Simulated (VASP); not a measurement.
# BP (F-43m) in VASP: notebook

Runs on BP. Level: PBE. Tasks: G0W0 quasiparticle levels.

Everything below comes from runs of VASP 6.6.1. Logs are shortened: lines on timing, memory, paths and dates and some standing lists are left out, and cuts for length are marked.

## 1. The crystal as given

It takes space group F-43m (No. 216, cubic). Conventional cell: a = 4.538 Å, b = 4.538 Å, c = 4.538 Å, α = 90.00°, β = 90.00°, γ = 90.00°. P (site symmetry -43m) has 4 B at 1.97 Å as nearest neighbours. Around B (site symmetry -43m) lie 4 P at 1.97 Å.

## 2. G0W0 quasiparticle levels, PBE

Input file POSCAR:

```
BP
1.0
    0.0000000000      2.2690000000      2.2690000000
    2.2690000000      0.0000000000      2.2690000000
    2.2690000000      2.2690000000      0.0000000000
P B
1 1
Direct
    0.7500000000      0.7500000000      0.7500000000
    0.0000000000      0.0000000000      0.0000000000
```

Input file INCAR.step1:

```
PREC = Accurate
ENCUT = 450
EDIFF = 1E-8
ISMEAR = 0
SIGMA = 0.01
LREAL = F
LASPH = T
NELM = 100
ALGO = Fast
LWAVE = T
LCHARG = F
GGA = PE
```

Input file INCAR.step2:

```
PREC = Accurate
ENCUT = 450
EDIFF = 1E-8
ISMEAR = 0
SIGMA = 0.01
LREAL = F
LASPH = T
NELM = 1
ALGO = Exact
LWAVE = T
LCHARG = F
GGA = PE
NBANDS = 97
LOPTICS = T
ISTART = 1
```

Input file INCAR.step3:

```
PREC = Accurate
ENCUT = 450
EDIFF = 1E-8
ISMEAR = 0
SIGMA = 0.01
LREAL = F
LASPH = T
ALGO = EVGW0
LWAVE = F
LCHARG = F
GGA = PE
NELMGW = 1
NBANDS = 97
ENCUTGW = 200
NOMEGA = 48
PRECFOCK = Fast
ISTART = 1
NBANDSGW = 12
```

Input file KPOINTS:

```
regular mesh
0
Gamma
  3 3 3
```

Potentials or basis: VASP PAW PBE potentials, release 64 (P_GW, B_GW).

Command:

```console
> cat potpaw_PBE.64/P_GW/POTCAR potpaw_PBE.64/B_GW/POTCAR > POTCAR
> cp INCAR.step1 INCAR
> mpirun -np 1 vasp_std > vasp.out
> cp INCAR.step2 INCAR
> mpirun -np 1 vasp_std > vasp.out
> cp INCAR.step3 INCAR
> mpirun -np 1 vasp_std > vasp.out
```

OUTCAR:

```text
PREC = Accurate
   ENCUT = 450
   EDIFF = 1E-8
   ISMEAR = 0
   LREAL = F
   LASPH = T
   GGA = PE
   NELMGW = 1
   ENCUTGW = 200
   PRECFOCK = Fast
   ISTART = 1

 Found      4 irreducible k-points:

 Following reciprocal coordinates:
            Coordinates               Weight
  0.000000  0.000000  0.000000      1.000000
  0.333333  0.000000  0.000000      8.000000
  0.333333  0.333333  0.000000      6.000000
 -0.333333  0.333333  0.000000     12.000000
   k-points           NKPTS =      4   k-points in BZ     NKDIM =     27   number of bands    NBANDS=     97
   number of dos      NEDOS =    301   number of ions     NIONS =      2
   total plane-waves  NPLWV =  13824
   dimension x,y,z NGX =    24 NGY =   24 NGZ =   24
   dimension x,y,z NGXF=    48 NGYF=   48 NGZF=   48
   ions per type =               1   1
   NGX,Y,Z   is equivalent  to a cutoff of  12.43, 12.43, 12.43 a.u.
   NGXF,Y,Z  is equivalent  to a cutoff of  24.87, 24.87, 24.87 a.u.
 SYSTEM =  unknown system
   PREC   = accura    normal or accurate (medium, high low for compatibility)
   ISTART =      1    job   : 0-new  1-cont  2-samecut
   ICHARG =      0    charge: 1-file 2-atom 10-const
   ISPIN  =      1    spin polarized calculation?
   LNONCOLLINEAR =      F non collinear calculations
   LSORBIT =      F    spin-orbit coupling
   LASPH  =      T    aspherical Exc in radial PAW
   ENCUT  =  450.0 eV  33.07 Ry    5.75 a.u.   5.55  5.55  5.55*2*pi/ulx,y,z
   NELM   =     60;   NELMIN=  2; NELMDL=  0     # of ELM steps
   EDIFF  = 0.1E-07   stopping-criterion for ELM
   LREAL  =      F    real-space projection
   EDIFFG = 0.1E-06   stopping-criterion for IOM
   NSW    =      0    number of steps for IOM
   IBRION =     -1    ionic relax: 0-MD 1-quasi-New 2-CG
   NFREE  =      0    steps in history (QN), initial steepest desc. (CG)
   ISIF   =      0    stress and relaxation
   ISYM   =      3    0-nonsym 1-usesym 2-fastsym
   POTIM  = 0.5000    time-step for ionic-motion
   TEBEG  =    0.0;   TEEND  =   0.0 temperature during run
   PSTRESS=    0.0 pullay stress
   NELECT =       8.0000    total number of electrons
   NUPDOWN=      -1.0000    fix difference up-down
   EMIN   =  10.00;   EMAX   =-10.00  energy-range for DOS
   EFERMI =   0.00;   METHOD = LEGACY
   ISMEAR =     0;   SIGMA  =   0.01  broadening in eV -4-tet -1-fermi 0-gaus
   EFERMI_NEDOS =   21; number of points for ismear=-14 and -15
   IALGO  =     38    algorithm
   IMIX   =      4    mixing-type and parameters
     AMIX     =   0.40;   BMIX     =  1.00
     AMIX_MAG =   1.60;   BMIX_MAG =  1.00
  volume/ion in A,a.u.               =      11.68        78.83
  Fermi-wavevector in a.u.,A,eV,Ry     =   1.145320  2.164342 17.847562  1.311759
  Thomas-Fermi vector in A             =   2.282009
   LORBIT       =      0    0 simple, 1 ext, 2 COOP (PROOUT), +10 PAW based schemes
   GGA     = PE    functional components
   LHFCALC =     T    Hartree Fock is set to
   PRECFOCK=fast      Normal, Fast or Accurate (Low or Medium for compatibility)
   ENCUT4O =  -1.0   cutoff for four orbital integrals eV
   NKREDX  =     1    reduce k-point grid by
   NKREDY  =     1    reduce k-point grid by
   NKREDZ  =     1    reduce k-point grid by
   AEXX    =    1.0000 exact exchange contribution
   HFSCREEN=    0.0000 screening length (either q_TF or 0.3 A-1)
   HFSCREENC=   0.0000 screening length for correlation (either q_TF or 0.3 A-1)
   ENCUTFOCK=  -1.0 apply spherical cutoff to Coloumb kernel
   IVDW    =     0    specifies the selected vdW correction
   LEPSILON=     F    determine dielectric tensor
   LRPA    =     F    only Hartree local field effects (RPA)
   LRPAFORCE           =     F    calculate RPA forces
   ENCUTGW             = 200.0    cutoff for response function in eV
   ENCUTGWSOFT         = 160.0    soft cutoff for Coulomb kernel in GW response function in eV
   ENCUTLF             =  -1.0    cutoff for local field effects
   NELMGW              =     1    number of iterations in solving QP/BSE equation
   NELMHF              =     1    number of iterations in the inner HF iteration
   NKREDLFX            =     1    NKREDLFY  =   1   NKREDLFZ  =   1
 non-spin polarized calculation
 Gauss-broadening in eV      SIGMA  =   0.01
  energy-cutoff  :      450.00
  volume of cell :       23.36
 maximum number of plane-waves:       531
 NGX is ok and might be reduce to    24
  NGX = 14; NGY = 14; NGZ = 14
   NGX = 11   NGY = 11   NGZ = 11
 maximum number of plane-waves:       169

 QP shifts <psi_nk| G(iteration)W_0 |psi_nk>: iteration 1
 for sc-GW calculations column KS-energies equals QP-energies in previous step
 and V_xc(KS)=  KS-energies - (<T + V_ion + V_H > + <T+V_H+V_ion>^1  + <V_x>^1)

 k-point   1 :       0.0000    0.0000    0.0000
  band No.  KS-energies  QP-energies   sigma(KS)   V_xc(KS)     V^pw_x(r,r')   Z            occupation Imag(sigma)

      1      -8.2562      -9.1312     -13.2475     -12.0443     -20.4104       0.7273       2.0000       1.4685
      2       7.2423       6.6694     -14.0615     -13.3323     -15.6940       0.7856       2.0000       0.0869
      3       7.2423       6.6694     -14.0615     -13.3323     -15.6940       0.7856       2.0000       0.0869
      4       7.2423       6.6694     -14.0615     -13.3323     -15.6940       0.7856       2.0000       0.0869
      5      10.5996      10.9148     -11.6520     -12.0587      -6.6990       0.7750       0.0000      -0.1001
      6      10.5996      10.9148     -11.6520     -12.0587      -6.6990       0.7750       0.0000      -0.1001
      7      10.5996      10.9148     -11.6520     -12.0587      -6.6990       0.7750       0.0000      -0.1001
      8      14.6211      14.9409     -12.3218     -12.7388      -5.8616       0.7668       0.0000      -0.2500
      9      18.7364      18.5493      -9.5844      -9.3455      -3.2088       0.7832       0.0000      -0.3870
     10      19.2002      19.6354     -11.1821     -11.7529      -4.8887       0.7624       0.0000      -0.2589
     11      19.2002      19.6354     -11.1821     -11.7529      -4.8887       0.7624       0.0000      -0.2589
     12      22.8563      22.9130      -9.7952      -9.8669      -2.7229       0.7918       0.0000      -0.7731

 k-point   2 :       0.3333    0.0000    0.0000
  band No.  KS-energies  QP-energies   sigma(KS)   V_xc(KS)     V^pw_x(r,r')   Z            occupation Imag(sigma)

      1      -6.3381      -7.1910     -13.4272     -12.2494     -19.8743       0.7242       2.0000       1.0924
      2       0.4812      -0.2964     -13.2323     -12.1915     -16.7983       0.7472       2.0000       0.2732
      3       5.7643       5.1414     -13.8590     -13.0562     -15.8315       0.7760       2.0000       0.0980
      4       5.7643       5.1414     -13.8590     -13.0562     -15.8315       0.7760       2.0000       0.0980
      5      11.1127      11.3225     -11.8141     -12.0845      -6.5521       0.7760       0.0000      -0.1134
      6      12.0497      12.3820     -11.4037     -11.8323      -6.1150       0.7754       0.0000      -0.1207
      7      12.0497      12.3820     -11.4037     -11.8323      -6.1150       0.7754       0.0000      -0.1207
      8      17.3386      17.5178     -10.7330     -10.9706      -3.9912       0.7539       0.0000      -0.3513
      9      19.0046      19.3305     -11.0145     -11.4359      -4.5850       0.7734       0.0000      -0.3638
     10      19.0046      19.3305     -11.0145     -11.4359      -4.5850       0.7734       0.0000      -0.3638
     11      20.6568      20.6990     -10.4467     -10.5014      -3.6857       0.7708       0.0000      -0.4722
     12      24.9945      25.2056     -11.0157     -11.2976      -3.3551       0.7489       0.0000      -0.7893

 k-point   3 :       0.3333    0.3333    0.0000
  band No.  KS-energies  QP-energies   sigma(KS)   V_xc(KS)     V^pw_x(r,r')   Z            occupation Imag(sigma)

      1      -5.6621      -6.5547     -13.4775     -12.2893     -19.6316       0.7512       2.0000       0.9944
      2       1.6264       0.8408     -13.9364     -12.9007     -17.2483       0.7585       2.0000       0.2390
      3       3.7285       3.0315     -13.4818     -12.5712     -16.0353       0.7653       2.0000       0.1288
      4       3.7285       3.0315     -13.4818     -12.5712     -16.0353       0.7653       2.0000       0.1288
      5       8.5793       8.6873     -10.9197     -11.0563      -6.2808       0.7911       0.0000      -0.0869
      6      10.4955      10.5950     -10.3321     -10.4579      -5.2513       0.7908       0.0000      -0.1033
      7      16.8164      17.3215     -12.0890     -12.7487      -5.5689       0.7655       0.0000      -0.3110
      8      16.8164      17.3215     -12.0890     -12.7487      -5.5689       0.7655       0.0000      -0.3110
      9      20.8930      21.2933     -12.1157     -12.6458      -4.7080       0.7553       0.0000      -0.5638
     10      21.8821      22.3442     -11.3103     -11.9044      -4.3625       0.7780       0.0000      -0.5306
     11      24.4353      24.6386     -10.9619     -11.2334      -3.5072       0.7485       0.0000      -0.7252
     12      26.9735      27.3503     -11.5411     -12.0371      -3.5594       0.7598       0.0000      -1.1337

 k-point   4 :      -0.3333    0.3333    0.0000
  band No.  KS-energies  QP-energies   sigma(KS)   V_xc(KS)     V^pw_x(r,r')   Z            occupation Imag(sigma)

      1      -3.8247      -4.6275     -13.8044     -12.7142     -19.3027       0.7363       2.0000       0.7316
      2      -0.6121      -1.4809     -13.6774     -12.5124     -17.8964       0.7458       2.0000       0.4018
      3       0.8718       0.0963     -12.6473     -11.6314     -15.7545       0.7633       2.0000       0.2106
      4       4.1665       3.4786     -13.5897     -12.6946     -16.0028       0.7685       2.0000       0.1215
      5       9.8351       9.9674     -10.7416     -10.9091      -5.8143       0.7897       0.0000      -0.0987
      6      15.4335      15.7016     -11.2469     -11.5956      -5.2861       0.7689       0.0000      -0.2173
      7      15.7422      16.2194     -11.7181     -12.3392      -5.3371       0.7684       0.0000      -0.2806
      8      16.9754      17.3637     -11.9740     -12.4876      -5.3046       0.7561       0.0000      -0.3251
      9      17.6280      18.0012     -11.6483     -12.1376      -5.1107       0.7627       0.0000      -0.3209
     10      18.8698      19.1721     -10.9784     -11.3649      -4.7725       0.7822       0.0000      -0.3407
     11      25.9044      26.2485     -11.6146     -12.0790      -3.4867       0.7410       0.0000      -0.9150
     12      27.2862      27.3144     -10.1137     -10.1504      -2.6179       0.7676       0.0000      -0.9618
```

Wall time 12 s (1 thread of Intel Xeon Platinum 8488C (Sapphire Rapids), shared host); peak memory 0.19 GiB.

The run converged, but some of its settings lie outside the range that counts as converged, so its numbers aren't taken as properties of the crystal.

Results:

| Item | Value |
| --- | --- |
| Band gap on the k mesh, mean-field level | 1.34 eV, indirect (least direct gap 3.36 eV) |
| Quasiparticle gap | 2.02 eV |
| Least direct quasiparticle gap | 4.25 eV |

Caveat: the k mesh is coarse (spacing up to 0.80 Å⁻¹), so the values aren't converged; bands, screening cutoff and mesh are small and nothing is extrapolated, so the quasiparticle values aren't converged; an odd mesh through Γ misses points on the zone boundary, where band edges often lie.

## 3. G0W0 quasiparticle levels, PBE

POSCAR is that of step 2.

Input file INCAR.step1:

```
PREC = Accurate
ENCUT = 450
EDIFF = 1E-8
ISMEAR = 0
SIGMA = 0.01
LREAL = False
LASPH = True
NELM = 80
ALGO = Normal
LWAVE = True
LCHARG = False
GGA = PE
```

Input file INCAR.step2:

```
PREC = Accurate
ENCUT = 450
EDIFF = 1E-8
ISMEAR = 0
SIGMA = 0.01
LREAL = False
LASPH = True
NELM = 1
ALGO = Exact
LWAVE = True
LCHARG = False
GGA = PE
NBANDS = 144
LOPTICS = True
ISTART = 1
```

Input file INCAR.step3:

```
PREC = Accurate
ENCUT = 450
EDIFF = 1E-8
ISMEAR = 0
SIGMA = 0.01
LREAL = False
LASPH = True
ALGO = EVGW0
LWAVE = False
LCHARG = False
GGA = PE
NELMGW = 1
NBANDS = 144
ENCUTGW = 260
NOMEGA = 48
PRECFOCK = Fast
ISTART = 1
NBANDSGW = 12
```

Input file KPOINTS:

```
regular mesh
0
Gamma
  4 4 4
```

Potentials or basis: VASP PAW PBE potentials, release 64 (P_GW, B_GW).

Command:

```console
> cat potpaw_PBE.64/P_GW/POTCAR potpaw_PBE.64/B_GW/POTCAR > POTCAR
> cp INCAR.step1 INCAR
> mpirun -np 1 vasp_std > vasp.out
> cp INCAR.step2 INCAR
> mpirun -np 1 vasp_std > vasp.out
> cp INCAR.step3 INCAR
> mpirun -np 1 vasp_std > vasp.out
```

OUTCAR:

```text
PREC = Accurate
   ENCUT = 450
   EDIFF = 1E-8
   ISMEAR = 0
   LREAL = False
   LASPH = True
   GGA = PE
   NELMGW = 1
   ENCUTGW = 260
   PRECFOCK = Fast
   ISTART = 1

 Found      8 irreducible k-points:

 Following reciprocal coordinates:
            Coordinates               Weight
  0.000000  0.000000  0.000000      1.000000
  0.250000  0.000000  0.000000      8.000000
  0.500000  0.000000  0.000000      4.000000
  0.250000  0.250000  0.000000      6.000000
  0.500000  0.250000  0.000000     24.000000
 -0.250000  0.250000  0.000000     12.000000
   k-points           NKPTS =      8   k-points in BZ     NKDIM =     64   number of bands    NBANDS=    144
   number of dos      NEDOS =    301   number of ions     NIONS =      2
   total plane-waves  NPLWV =  13824
   dimension x,y,z NGX =    24 NGY =   24 NGZ =   24
   dimension x,y,z NGXF=    48 NGYF=   48 NGZF=   48
   ions per type =               1   1
   NGX,Y,Z   is equivalent  to a cutoff of  12.43, 12.43, 12.43 a.u.
   NGXF,Y,Z  is equivalent  to a cutoff of  24.87, 24.87, 24.87 a.u.
 SYSTEM =  unknown system
   PREC   = accura    normal or accurate (medium, high low for compatibility)
   ISTART =      1    job   : 0-new  1-cont  2-samecut
   ICHARG =      0    charge: 1-file 2-atom 10-const
   ISPIN  =      1    spin polarized calculation?
   LNONCOLLINEAR =      F non collinear calculations
   LSORBIT =      F    spin-orbit coupling
   LASPH  =      T    aspherical Exc in radial PAW
   ENCUT  =  450.0 eV  33.07 Ry    5.75 a.u.   5.55  5.55  5.55*2*pi/ulx,y,z
   NELM   =     60;   NELMIN=  2; NELMDL=  0     # of ELM steps
   EDIFF  = 0.1E-07   stopping-criterion for ELM
   LREAL  =      F    real-space projection
   EDIFFG = 0.1E-06   stopping-criterion for IOM
   NSW    =      0    number of steps for IOM
   IBRION =     -1    ionic relax: 0-MD 1-quasi-New 2-CG
   NFREE  =      0    steps in history (QN), initial steepest desc. (CG)
[... 17 lines left out ...]
  Thomas-Fermi vector in A             =   2.282009
   LORBIT       =      0    0 simple, 1 ext, 2 COOP (PROOUT), +10 PAW based schemes
   GGA     = PE    functional components
   LHFCALC =     T    Hartree Fock is set to
   PRECFOCK=fast      Normal, Fast or Accurate (Low or Medium for compatibility)
   ENCUT4O =  -1.0   cutoff for four orbital integrals eV
   NKREDX  =     1    reduce k-point grid by
   NKREDY  =     1    reduce k-point grid by
   NKREDZ  =     1    reduce k-point grid by
   AEXX    =    1.0000 exact exchange contribution
   HFSCREEN=    0.0000 screening length (either q_TF or 0.3 A-1)
   HFSCREENC=   0.0000 screening length for correlation (either q_TF or 0.3 A-1)
   ENCUTFOCK=  -1.0 apply spherical cutoff to Coloumb kernel
   IVDW    =     0    specifies the selected vdW correction
   LEPSILON=     F    determine dielectric tensor
   LRPA    =     F    only Hartree local field effects (RPA)
   LRPAFORCE           =     F    calculate RPA forces
   ENCUTGW             = 260.0    cutoff for response function in eV
   ENCUTGWSOFT         = 208.0    soft cutoff for Coulomb kernel in GW response function in eV
   ENCUTLF             =  -1.0    cutoff for local field effects
   NELMGW              =     1    number of iterations in solving QP/BSE equation
   NELMHF              =     1    number of iterations in the inner HF iteration
   NKREDLFX            =     1    NKREDLFY  =   1   NKREDLFZ  =   1
 non-spin polarized calculation
 Gauss-broadening in eV      SIGMA  =   0.01
  energy-cutoff  :      450.00
  volume of cell :       23.36
 maximum number of plane-waves:       531
 NGX is ok and might be reduce to    24
  NGX = 14; NGY = 14; NGZ = 14
   NGX = 11   NGY = 11   NGZ = 11
 maximum number of plane-waves:       229

 QP shifts <psi_nk| G(iteration)W_0 |psi_nk>: iteration 1
 for sc-GW calculations column KS-energies equals QP-energies in previous step
 and V_xc(KS)=  KS-energies - (<T + V_ion + V_H > + <T+V_H+V_ion>^1  + <V_x>^1)

 k-point   1 :       0.0000    0.0000    0.0000
  band No.  KS-energies  QP-energies   sigma(KS)   V_xc(KS)     V^pw_x(r,r')   Z            occupation Imag(sigma)

      1      -8.3022      -9.2382     -13.3408     -12.0545     -20.4605       0.7277       2.0000       1.3549
      2       7.1719       6.5197     -14.1442     -13.3137     -15.2440       0.7853       2.0000       0.0348
      3       7.1719       6.5197     -14.1442     -13.3137     -15.2440       0.7853       2.0000       0.0348
      4       7.1719       6.5197     -14.1442     -13.3137     -15.2440       0.7853       2.0000       0.0348
      5      10.5598      10.8396     -11.7146     -12.0717      -6.9508       0.7834       0.0000      -0.1020
      6      10.5598      10.8396     -11.7146     -12.0717      -6.9508       0.7834       0.0000      -0.1020
      7      10.5598      10.8396     -11.7146     -12.0717      -6.9508       0.7834       0.0000      -0.1020
      8      14.5483      14.8032     -12.4183     -12.7543      -6.0802       0.7587       0.0000      -0.2008
      9      18.6863      18.5272      -9.6233      -9.4201      -3.3031       0.7830       0.0000      -0.3599
     10      19.1720      19.5601     -11.2507     -11.7567      -4.9412       0.7671       0.0000      -0.2785
     11      19.1720      19.5601     -11.2507     -11.7567      -4.9412       0.7671       0.0000      -0.2785
     12      22.8335      22.8924      -9.8443      -9.9197      -2.7860       0.7810       0.0000      -0.7734
[... 68 lines left out ...]
      1      -5.4767      -6.3426     -13.5648     -12.3696     -19.6598       0.7244       2.0000       0.8874
      2       0.6964      -0.1675     -13.7492     -12.5772     -17.2421       0.7371       2.0000       0.1800
      3       1.9216       1.1104     -13.0615     -11.9899     -15.7222       0.7570       2.0000       0.0981
      4       5.2332       4.5032     -13.8743     -12.9324     -15.5545       0.7750       2.0000       0.0397
      5      11.0136      11.2220     -11.1041     -11.3697      -6.1033       0.7847       0.0000      -0.1108
      6      13.5287      13.9058     -11.6977     -12.1900      -5.8943       0.7660       0.0000      -0.1601
      7      14.6717      14.8964     -11.8998     -12.1921      -6.1617       0.7688       0.0000      -0.1687
      8      15.9295      16.2282     -11.5910     -11.9860      -5.1091       0.7561       0.0000      -0.2482
      9      17.0802      17.3003     -10.7913     -11.0743      -4.9038       0.7775       0.0000      -0.2428
     10      19.7991      20.0676     -11.3559     -11.7131      -4.1695       0.7514       0.0000      -0.4688
     11      24.6856      24.9139     -11.5105     -11.8171      -3.6351       0.7449       0.0000      -0.8116
     12      25.3605      25.4784     -10.5208     -10.6755      -3.0541       0.7622       0.0000      -0.7969

 [... further k-points ...]
```

Run time: 49 s. Hardware: 1 thread of Intel Xeon 6975P-C (Granite Rapids), shared host; peak memory 0.3 GiB.

These settings aren't checked as converged: the numbers below hold their error.

What came out:

```
Band gap on the k mesh, mean-field level : 1.32 eV, indirect (least direct gap 3.39 eV)
Quasiparticle gap                        : 2.01 eV
Least direct quasiparticle gap           : 4.32 eV
```

Caveat: the k mesh is coarse (spacing up to 0.60 Å⁻¹), so the values aren't converged; bands, screening cutoff and mesh are small and nothing is extrapolated, so the quasiparticle values aren't converged.

[end of part 1 of 2]
